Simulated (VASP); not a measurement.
Set up this calculation in VASP 6.6.1, as the native input.

- Task: band structure
- Functional: LDA
- Potentials or basis: VASP PAW LDA potentials, release 64 (Cd, O)
- Cutoff: 520 eV
- k mesh: 10 × 10 × 10
- Occupations: fermi-dirac, width 0.05 eV
- Spin: no spin polarisation
- Further INCAR settings: ALGO = Fast; EDIFF = 1e-07

CdO (Monteponite):

```
Cd O
1.0
     0.00000    2.34950    2.34950
     2.34950    0.00000    2.34950
     2.34950    2.34950    0.00000
Cd O
1 1
Direct
  0.00000 0.00000 0.00000
  0.50000 0.50000 0.50000
```

The input as run:

POSCAR

```
CdO
1.0
    0.0000000000      2.3495000000      2.3495000000
    2.3495000000      0.0000000000      2.3495000000
    2.3495000000      2.3495000000      0.0000000000
Cd O
1 1
Direct
    0.0000000000      0.0000000000      0.0000000000
    0.5000000000      0.5000000000      0.5000000000
```

INCAR.step1

```
  ALGO = Fast
  EDIFF = 1E-7
  ENCUT = 520
  GGA = CA
  ISIF = 2
  ISMEAR = -1
  LASPH = T
  LCHARG = T
  LREAL = F
  LWAVE = F
  NELM = 80
  PREC = Accurate
  SIGMA = 0.05
```

KPOINTS.step1

```
k-points
0
Gamma
  10 10 10
```

INCAR.step2

```
  ALGO = Fast
  EDIFF = 1E-7
  ENCUT = 520
  GGA = CA
  ICHARG = 11
  ISIF = 2
  ISMEAR = 0
  LASPH = T
  LCHARG = F
  LREAL = F
  LWAVE = F
  NELM = 80
  PREC = Accurate
  SIGMA = 0.05
```

KPOINTS.step2

```
path GXWKGLUWLK,UX
10
line-mode
reciprocal
 0.0000000000  0.0000000000  0.0000000000  G
 0.5000000000  0.0000000000  0.5000000000  X

 0.5000000000  0.0000000000  0.5000000000  X
 0.5000000000  0.2500000000  0.7500000000  W

 0.5000000000  0.2500000000  0.7500000000  W
 0.3750000000  0.3750000000  0.7500000000  K

 0.3750000000  0.3750000000  0.7500000000  K
 0.0000000000  0.0000000000  0.0000000000  G

 0.0000000000  0.0000000000  0.0000000000  G
 0.5000000000  0.5000000000  0.5000000000  L

 0.5000000000  0.5000000000  0.5000000000  L
 0.6250000000  0.2500000000  0.6250000000  U

 0.6250000000  0.2500000000  0.6250000000  U
 0.5000000000  0.2500000000  0.7500000000  W

 0.5000000000  0.2500000000  0.7500000000  W
 0.5000000000  0.5000000000  0.5000000000  L

 0.5000000000  0.5000000000  0.5000000000  L
 0.3750000000  0.3750000000  0.7500000000  K

 0.6250000000  0.2500000000  0.6250000000  U
 0.5000000000  0.0000000000  0.5000000000  X
```

Potentials or basis: VASP PAW LDA potentials, release 64 (Cd, O).

The run is started by

```bash
$ cat potpaw_LDA.64/Cd/POTCAR potpaw_LDA.64/O/POTCAR > POTCAR
$ cp INCAR.step1 INCAR
$ cp KPOINTS.step1 KPOINTS
$ mpirun -np 1 vasp_std > vasp.out
$ cp INCAR.step2 INCAR
$ cp KPOINTS.step2 KPOINTS
$ mpirun -np 1 vasp_std > vasp.out
```

Results of the run:

```yaml
Band_gap_along_the_path: none (metal or under the smearing width)
```

Caveat: the log is that of the step along the path at fixed density, whose energy, stress, charges and moments have no meaning; this crystal is a semiconductor, whose small gap the functional closes, so the metal is an error of the method.

Wall time 33 s on 1 thread of Intel(R) Xeon(R) Platinum 8488C (Sapphire Rapids) (shared host), peak memory 0.15 GiB.
